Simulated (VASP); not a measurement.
# Pb (C2/m) in VASP: further runs

One crystal, Pb, is run at these levels: LDA; tasks: single point.

Program: VASP 6.6.1. These are calculated values, not measurements. Logs are shortened: lines on timing, memory, paths and dates and some standing lists are left out, and cuts for length are marked.

## Step 1: The structure

The structure is monoclinic, space group C2/m (No. 12). Conventional cell: a = 6.077 Å, b = 3.501 Å, c = 6.452 Å, α = 90.00°, β = 109.14°, γ = 90.00°. Pb (site symmetry m) is surrounded by 10 Pb at 3.34 to 3.51 Å.

This isn't the form of Pb at room conditions, which is fcc.

## Step 2: Single point, LDA

INCAR

```
SYSTEM = Pb
ADDGRID = .False. ; ALGO = Normal
EDIFF = 1E-6 ; ENCUT = 460
GGA = CA ; ISIF = 2
ISMEAR = 1 ; LASPH = .True.
LCHARG = .False. ; LREAL = .False.
LWAVE = .False. ; NELM = 100
PREC = Accurate ; SIGMA = 0.1
```

KPOINTS

```
k-points
0
Gamma
  14 14 7
  0 0 0
```

POSCAR

```
Pb
1.0
    3.0386068135     -1.7503199600      0.0000000000
    3.0386068135      1.7503199600      0.0000000000
   -2.1154626375      0.0000000000      6.0952248674
Pb
2
Direct
    0.9226740000      0.9042520000      0.7213670000
    0.1042030000      0.0659440000      0.2801110000
```

Potentials or basis: VASP PAW LDA potentials, release 64 (Pb_d).

Run with:

```sh
cat potpaw_LDA.64/Pb_d/POTCAR > POTCAR
mpirun -np 1 vasp_std > vasp.out
```

OUTCAR:

```text
SYSTEM = Pb
   EDIFF = 1E-6
   ENCUT = 460
   GGA = CA
   ISIF = 2
   ISMEAR = 1
   LASPH = .True.
   LREAL = .False.
   NELM = 100
   PREC = Accurate

 Found    688 irreducible k-points:

 Following reciprocal coordinates:
            Coordinates               Weight
  0.000000  0.000000  0.000000      1.000000
  0.071429 -0.000000 -0.000000      2.000000
  0.000000 -0.071429  0.000000      2.000000
  0.142857  0.000000 -0.000000      2.000000
  0.000000 -0.142857  0.000000      2.000000
  0.214286  0.000000 -0.000000      2.000000
   k-points           NKPTS =    688   k-points in BZ     NKDIM =    688   number of bands    NBANDS=     18
   number of dos      NEDOS =    301   number of ions     NIONS =      2
   total plane-waves  NPLWV =  37632
   dimension x,y,z NGX =    28 NGY =   28 NGZ =   48
   dimension x,y,z NGXF=    56 NGYF=   56 NGZF=   96
   ions per type =               2
   NGX,Y,Z   is equivalent  to a cutoff of  13.27, 13.27, 12.37 a.u.
   NGXF,Y,Z  is equivalent  to a cutoff of  26.55, 26.55, 24.74 a.u.
 SYSTEM =  Pb
   PREC   = accura    normal or accurate (medium, high low for compatibility)
   ISTART =      0    job   : 0-new  1-cont  2-samecut
   ICHARG =      2    charge: 1-file 2-atom 10-const
   ISPIN  =      1    spin polarized calculation?
   LNONCOLLINEAR =      F non collinear calculations
   LSORBIT =      F    spin-orbit coupling
   LASPH  =      T    aspherical Exc in radial PAW
   ENCUT  =  460.0 eV  33.81 Ry    5.81 a.u.   6.13  6.13 11.28*2*pi/ulx,y,z
   NELM   =    100;   NELMIN=  2; NELMDL= -5     # of ELM steps
   EDIFF  = 0.1E-05   stopping-criterion for ELM
   LREAL  =      F    real-space projection
   EDIFFG = 0.1E-04   stopping-criterion for IOM
   NSW    =      0    number of steps for IOM
   IBRION =     -1    ionic relax: 0-MD 1-quasi-New 2-CG
   NFREE  =      0    steps in history (QN), initial steepest desc. (CG)
   ISIF   =      2    stress and relaxation
   ISYM   =      2    0-nonsym 1-usesym 2-fastsym
   POTIM  = 0.5000    time-step for ionic-motion
   TEBEG  =    0.0;   TEEND  =   0.0 temperature during run
   PSTRESS=    0.0 pullay stress
   NELECT =      28.0000    total number of electrons
   NUPDOWN=      -1.0000    fix difference up-down
   EMIN   =  10.00;   EMAX   =-10.00  energy-range for DOS
   EFERMI =   0.00;   METHOD = LEGACY
   ISMEAR =     1;   SIGMA  =   0.10  broadening in eV -4-tet -1-fermi 0-gaus
   EFERMI_NEDOS =   21; number of points for ismear=-14 and -15
   IALGO  =     38    algorithm
   IMIX   =      4    mixing-type and parameters
     AMIX     =   0.40;   BMIX     =  1.00
     AMIX_MAG =   1.60;   BMIX_MAG =  1.00
  volume/ion in A,a.u.               =      32.42       218.77
  Fermi-wavevector in a.u.,A,eV,Ry     =   1.237438  2.338420 20.833975  1.531254
  Thomas-Fermi vector in A             =   2.372006
   LORBIT       =      0    0 simple, 1 ext, 2 COOP (PROOUT), +10 PAW based schemes
   GGA     = CA    functional components
   LHFCALC =     F    Hartree Fock is set to
   AEXX    =    0.0000 exact exchange contribution
   IVDW    =     0    specifies the selected vdW correction
   LEPSILON=     F    determine dielectric tensor
   LRPA    =     F    only Hartree local field effects (RPA)
 non-spin polarized calculation
 Methfessel and Paxton  Order N= 1 SIGMA  =   0.10
  energy-cutoff  :      460.00
  volume of cell :       64.84
 maximum number of plane-waves:      1472
 NGX is ok and might be reduce to    28
   NGX = 13   NGY = 13   NGZ = 23

 number of electron      28.0000003 magnetization

 Free energy of the ion-electron system (eV)
  ---------------------------------------------------
  ext. energy  EPLUGINS =         0.00000000
  ---------------------------------------------------
  free energy    TOTEN  =        -8.32526092 eV

  energy without entropy =       -8.32529619  energy(sigma->0) =       -8.32527268

 E-fermi :   6.2681     XC(G=0): -10.0825

 val. band max:        6.2669849995   @ k =  -0.2143   0.2143  -0.2857
 cond. band min:       6.2688739547   @ k =   0.5000   0.1429  -0.1429
 fundamental gap:      0.0018889552
 Fermi energy:         6.2680734549

 k-point     1 :       0.0000    0.0000    0.0000
  band No.  band energies     occupation
      1     -10.8031      2.00000
      2     -10.7236      2.00000
      3     -10.7230      2.00000
      4     -10.7228      2.00000
      5     -10.7207      2.00000
      6     -10.7106      2.00000
[... 10 lines left out ...]
     17      12.7792      0.00000
     18      12.8793      0.00000

 k-point     2 :       0.0714   -0.0000   -0.0000
  band No.  band energies     occupation
      1     -10.7992      2.00000
      2     -10.7358      2.00000
      3     -10.7237      2.00000
      4     -10.7131      2.00000
      5     -10.7103      2.00000
      6     -10.6913      2.00000
[... 10 lines left out ...]
     17      12.7243      0.00000
     18      12.8523      0.00000

 k-point     3 :       0.0000   -0.0714    0.0000
  band No.  band energies     occupation
      1     -10.7989      2.00000
      2     -10.7358      2.00000
      3     -10.7237      2.00000
      4     -10.7136      2.00000
      5     -10.7102      2.00000
      6     -10.6918      2.00000
[... 10 lines left out ...]
     17      12.7202      0.00000
     18      12.8679      0.00000

 k-point     4 :       0.1429    0.0000   -0.0000
  band No.  band energies     occupation
      1     -10.7896      2.00000
      2     -10.7529      2.00000
      3     -10.7323      2.00000
      4     -10.6875      2.00000
      5     -10.6782      2.00000
      6     -10.6585      2.00000
[... 10 lines left out ...]
     17      12.4684      0.00000
     18      12.7519      0.00000

 k-point     5 :       0.0000   -0.1429    0.0000
  band No.  band energies     occupation
      1     -10.7876      2.00000
      2     -10.7548      2.00000
      3     -10.7320      2.00000
      4     -10.6893      2.00000
      5     -10.6776      2.00000
      6     -10.6605      2.00000
[... 10 lines left out ...]
     17      12.4931      0.00000
     18      12.7326      0.00000

 k-point     6 :       0.2143    0.0000   -0.0000
  band No.  band energies     occupation
      1     -10.7908      2.00000
      2     -10.7604      2.00000
      3     -10.7464      2.00000
      4     -10.6674      2.00000
      5     -10.6592      2.00000
      6     -10.6311      2.00000
[... 10 lines left out ...]
     17      11.8847      0.00000
     18      12.6613      0.00000

 [... further k-points ...]

------------------------ aborting loop because EDIFF is reached ----------------------------------------

  FORCE on cell =-STRESS in cart. coord.  units (eV):
  Direction    XX          YY          ZZ          XY          YZ          ZX
  --------------------------------------------------------------------------------------
  -------------------------------------------------------------------------------------
  Total       -1.1637673     -1.2437009     -0.7275151     -0.0153632     -0.0326197     -0.0371357
  in kB      -28.7584224    -30.7337001    -17.9779811     -0.3796465     -0.8060802     -0.9176794
  external PRESSURE =     -25.8233679 kB  Pullay stress =       0.0000000 kB

 VOLUME and BASIS-vectors are now :
 -----------------------------------------------------------------------------
  energy-cutoff  :      460.00
  volume of cell :       64.84
      direct lattice vectors                 reciprocal lattice vectors
     3.038606813 -1.750319960  0.000000000     0.164549095 -0.285662057  0.057109864
     3.038606813  1.750319960  0.000000000     0.164549095  0.285662057  0.057109864
    -2.115462637  0.000000000  6.095224867     0.000000000  0.000000000  0.164062856

 POSITION                                       TOTAL-FORCE (eV/Angst)
 -----------------------------------------------------------------------------------
      4.02528     -0.03224      4.39689        -0.011135     -0.010885      0.072559
     -0.07555     -0.06697      1.70734         0.011135      0.010885     -0.072559
 -----------------------------------------------------------------------------------
    total drift:                                0.000010     -0.000002      0.000016

  FREE ENERGIE OF THE ION-ELECTRON SYSTEM (eV)
  ---------------------------------------------------
  free  energy   TOTEN  =        -8.3252609238 eV

  energy  without entropy=       -8.3252961901  energy(sigma->0) =       -8.32527268
```

Wall time 3.1 min (1 thread of Intel Xeon 6975P-C (Granite Rapids), shared host); peak memory 0.6 GiB.

These settings aren't checked as converged: the numbers below hold their error.

Results:

```
Free energy            : -8.3253 eV
Pressure               : -2.6 GPa
Largest force          : 0.074 eV/Å
Band gap on the k mesh : none (metal or under the smearing width)
```

## Step 3: Single point, LDA

Edit INCAR of step 2 so:

```diff
@@ -7,2 +7,2 @@
 LWAVE = .False. ; NELM = 100
-PREC = Accurate ; SIGMA = 0.1
+PREC = Accurate ; SIGMA = 0.05
```

KPOINTS is that of step 2.

POSCAR

```
Pb
1.0
    3.0386068135     -1.7503199600      0.0000000000
    3.0386068135      1.7503199600      0.0000000000
   -2.1154626375      0.0000000000      6.0952248674
Pb
2
Direct
    0.9085084100      0.9085084100      0.7262922000
    0.0914915900      0.0914915900      0.2737078000
```

Potentials or basis: VASP PAW LDA potentials, release 64 (Pb_d).

Run with:

```sh
cat potpaw_LDA.64/Pb_d/POTCAR > POTCAR
mpirun -np 1 vasp_std > vasp.out
```

Wall time 1.7 min (1 thread of Intel Xeon 6975P-C (Granite Rapids), shared host); peak memory 0.39 GiB.

The run converged, but some of its settings lie outside the range that counts as converged, so its numbers aren't taken as properties of the crystal.

What came out:

```
Free energy            : -8.3245 eV
Pressure               : -3.0 GPa
Largest force          : 0.084 eV/Å
Band gap on the k mesh : none (metal or under the smearing width)
```

## Step 4: Single point, LDA

INCAR is that of step 3.

KPOINTS is that of step 3.

POSCAR

```
Pb
1.0
    3.0386068135     -1.7503199600      0.0000000000
    3.0386068135      1.7503199600      0.0000000000
   -2.1154626375      0.0000000000      6.0952248674
Pb
2
Direct
    0.9226740000      0.9042520000      0.7213670000
    0.1042030000      0.0659440000      0.2801110000
```

Potentials or basis: VASP PAW LDA potentials, release 64 (Pb_d).

Run with:

```sh
cat potpaw_LDA.64/Pb_d/POTCAR > POTCAR
mpirun -np 1 vasp_std > vasp.out
```

OUTCAR:

```text
SYSTEM = Pb
   EDIFF = 1E-6
   ENCUT = 460
   GGA = CA
   ISIF = 2
   ISMEAR = 1
   LASPH = .True.
   LREAL = .False.
   NELM = 100
   PREC = Accurate

 Found    688 irreducible k-points:

 Following reciprocal coordinates:
            Coordinates               Weight
  0.000000  0.000000  0.000000      1.000000
  0.071429 -0.000000 -0.000000      2.000000
  0.000000 -0.071429  0.000000      2.000000
  0.142857  0.000000 -0.000000      2.000000
  0.000000 -0.142857  0.000000      2.000000
  0.214286  0.000000 -0.000000      2.000000
   k-points           NKPTS =    688   k-points in BZ     NKDIM =    688   number of bands    NBANDS=     18
   number of dos      NEDOS =    301   number of ions     NIONS =      2
   total plane-waves  NPLWV =  37632
   dimension x,y,z NGX =    28 NGY =   28 NGZ =   48
   dimension x,y,z NGXF=    56 NGYF=   56 NGZF=   96
   ions per type =               2
   NGX,Y,Z   is equivalent  to a cutoff of  13.27, 13.27, 12.37 a.u.
   NGXF,Y,Z  is equivalent  to a cutoff of  26.55, 26.55, 24.74 a.u.
 SYSTEM =  Pb
   PREC   = accura    normal or accurate (medium, high low for compatibility)
   ISTART =      0    job   : 0-new  1-cont  2-samecut
   ICHARG =      2    charge: 1-file 2-atom 10-const
   ISPIN  =      1    spin polarized calculation?
   LNONCOLLINEAR =      F non collinear calculations
   LSORBIT =      F    spin-orbit coupling
   LASPH  =      T    aspherical Exc in radial PAW
   ENCUT  =  460.0 eV  33.81 Ry    5.81 a.u.   6.13  6.13 11.28*2*pi/ulx,y,z
   NELM   =    100;   NELMIN=  2; NELMDL= -5     # of ELM steps
   EDIFF  = 0.1E-05   stopping-criterion for ELM
   LREAL  =      F    real-space projection
   EDIFFG = 0.1E-04   stopping-criterion for IOM
   NSW    =      0    number of steps for IOM
   IBRION =     -1    ionic relax: 0-MD 1-quasi-New 2-CG
   NFREE  =      0    steps in history (QN), initial steepest desc. (CG)
   ISIF   =      2    stress and relaxation
   ISYM   =      2    0-nonsym 1-usesym 2-fastsym
   POTIM  = 0.5000    time-step for ionic-motion
   TEBEG  =    0.0;   TEEND  =   0.0 temperature during run
   PSTRESS=    0.0 pullay stress
   NELECT =      28.0000    total number of electrons
   NUPDOWN=      -1.0000    fix difference up-down
   EMIN   =  10.00;   EMAX   =-10.00  energy-range for DOS
   EFERMI =   0.00;   METHOD = LEGACY
   ISMEAR =     1;   SIGMA  =   0.05  broadening in eV -4-tet -1-fermi 0-gaus
   EFERMI_NEDOS =   21; number of points for ismear=-14 and -15
   IALGO  =     38    algorithm
   IMIX   =      4    mixing-type and parameters
     AMIX     =   0.40;   BMIX     =  1.00
     AMIX_MAG =   1.60;   BMIX_MAG =  1.00
  volume/ion in A,a.u.               =      32.42       218.77
  Fermi-wavevector in a.u.,A,eV,Ry     =   1.237438  2.338420 20.833975  1.531254
  Thomas-Fermi vector in A             =   2.372006
   LORBIT       =      0    0 simple, 1 ext, 2 COOP (PROOUT), +10 PAW based schemes
   GGA     = CA    functional components
   LHFCALC =     F    Hartree Fock is set to
   AEXX    =    0.0000 exact exchange contribution
   IVDW    =     0    specifies the selected vdW correction
   LEPSILON=     F    determine dielectric tensor
   LRPA    =     F    only Hartree local field effects (RPA)
 non-spin polarized calculation
 Methfessel and Paxton  Order N= 1 SIGMA  =   0.05
  energy-cutoff  :      460.00
  volume of cell :       64.84
 maximum number of plane-waves:      1472
 NGX is ok and might be reduce to    28
   NGX = 13   NGY = 13   NGZ = 23

 number of electron      28.0000003 magnetization

 Free energy of the ion-electron system (eV)
  ---------------------------------------------------
  ext. energy  EPLUGINS =         0.00000000
  ---------------------------------------------------
  free energy    TOTEN  =        -8.32531541 eV

  energy without entropy =       -8.32540774  energy(sigma->0) =       -8.32534618

 E-fermi :   6.2658     XC(G=0): -10.0825

 val. band max:        6.2613802802   @ k =  -0.1429   0.5000   0.4286
 cond. band min:       6.2666636770   @ k =  -0.2143   0.2857   0.2857
 fundamental gap:      0.0052833969
 Fermi energy:         6.2657816813

 k-point     1 :       0.0000    0.0000    0.0000
  band No.  band energies     occupation
      1     -10.8032      2.00000
      2     -10.7235      2.00000
      3     -10.7229      2.00000
      4     -10.7228      2.00000
      5     -10.7206      2.00000
      6     -10.7107      2.00000
[... 10 lines left out ...]
     17      12.7793      0.00000
     18      12.8793      0.00000

 k-point     2 :       0.0714   -0.0000   -0.0000
  band No.  band energies     occupation
      1     -10.7993      2.00000
      2     -10.7358      2.00000
      3     -10.7236      2.00000
      4     -10.7131      2.00000
      5     -10.7102      2.00000
      6     -10.6914      2.00000
[... 10 lines left out ...]
     17      12.7243      0.00000
     18      12.8523      0.00000

 k-point     3 :       0.0000   -0.0714    0.0000
  band No.  band energies     occupation
      1     -10.7990      2.00000
      2     -10.7358      2.00000
      3     -10.7237      2.00000
      4     -10.7136      2.00000
      5     -10.7101      2.00000
      6     -10.6919      2.00000
[... 10 lines left out ...]
     17      12.7202      0.00000
     18      12.8679      0.00000

 k-point     4 :       0.1429    0.0000   -0.0000
  band No.  band energies     occupation
      1     -10.7897      2.00000
      2     -10.7529      2.00000
      3     -10.7323      2.00000
      4     -10.6875      2.00000
      5     -10.6782      2.00000
      6     -10.6585      2.00000
[... 10 lines left out ...]
     17      12.4685      0.00000
     18      12.7519      0.00000

 k-point     5 :       0.0000   -0.1429    0.0000
  band No.  band energies     occupation
      1     -10.7877      2.00000
      2     -10.7548      2.00000
      3     -10.7320      2.00000
      4     -10.6893      2.00000
      5     -10.6775      2.00000
      6     -10.6605      2.00000
[... 10 lines left out ...]
     17      12.4932      0.00000
     18      12.7325      0.00000

 k-point     6 :       0.2143    0.0000   -0.0000
  band No.  band energies     occupation
      1     -10.7909      2.00000
      2     -10.7605      2.00000
      3     -10.7464      2.00000
      4     -10.6675      2.00000
      5     -10.6592      2.00000
      6     -10.6310      2.00000
[... 10 lines left out ...]
     17      11.8848      0.00000
     18      12.6612      0.00000

 [... further k-points ...]

------------------------ aborting loop because EDIFF is reached ----------------------------------------

  FORCE on cell =-STRESS in cart. coord.  units (eV):
  Direction    XX          YY          ZZ          XY          YZ          ZX
  --------------------------------------------------------------------------------------
  -------------------------------------------------------------------------------------
  Total       -1.1662678     -1.2553979     -0.7090946     -0.0201592     -0.0378432     -0.0390753
  in kB      -28.8202127    -31.0227496    -17.5227832     -0.4981649     -0.9351608     -0.9656097
  external PRESSURE =     -25.7885818 kB  Pullay stress =       0.0000000 kB

 VOLUME and BASIS-vectors are now :
 -----------------------------------------------------------------------------
  energy-cutoff  :      460.00
  volume of cell :       64.84
      direct lattice vectors                 reciprocal lattice vectors
     3.038606813 -1.750319960  0.000000000     0.164549095 -0.285662057  0.057109864
     3.038606813  1.750319960  0.000000000     0.164549095  0.285662057  0.057109864
    -2.115462637  0.000000000  6.095224867     0.000000000  0.000000000  0.164062856

 POSITION                                       TOTAL-FORCE (eV/Angst)
 -----------------------------------------------------------------------------------
      4.02528     -0.03224      4.39689        -0.011199     -0.010886      0.074221
     -0.07555     -0.06697      1.70734         0.011199      0.010886     -0.074221
 -----------------------------------------------------------------------------------
    total drift:                                0.000010     -0.000002      0.000016

  FREE ENERGIE OF THE ION-ELECTRON SYSTEM (eV)
  ---------------------------------------------------
  free  energy   TOTEN  =        -8.3253154076 eV

  energy  without entropy=       -8.3254077374  energy(sigma->0) =       -8.32534618
```

stdout:

```text
POSCAR found type information on POSCAR Pb
 POSCAR found :  1 types and       2 ions
 scaLAPACK will be used
 LDA part: xc-table for (Slater(with rela. corr.)+CA(PZ))
 , standard interpolation
 POSCAR, INCAR and KPOINTS ok, starting setup
 FFT: planning ... GRIDC
 FFT: planning ... GRID_SOFT
 FFT: planning ... GRID
 WAVECAR not read
 entering main loop
```

It took 3.2 min on 1 thread of Intel Xeon 6975P-C (Granite Rapids), shared host; peak memory 0.6 GiB.

The run converged, but some of its settings lie outside the range that counts as converged, so its numbers aren't taken as properties of the crystal.

What came out:

| Property | Result |
| --- | --- |
| Free energy | -8.3253 eV |
| Pressure | -2.6 GPa |
| Largest force | 0.076 eV/Å |
| Band gap on the k mesh | none (metal or under the smearing width) |

## Step 5: For comparison

An earlier run on the cell as given: functional PBE; potentials or basis VASP PAW PBE potentials, release 64 (Pb_d); cutoff 520 eV; k mesh 9 × 9 × 5; occupations fermi-dirac, width 0.05 eV; no spin polarisation.

* Pressure: 0.7 GPa
* Largest force: 0.079 eV/Å
* Band gap on the k mesh: none (metal or under the smearing width)
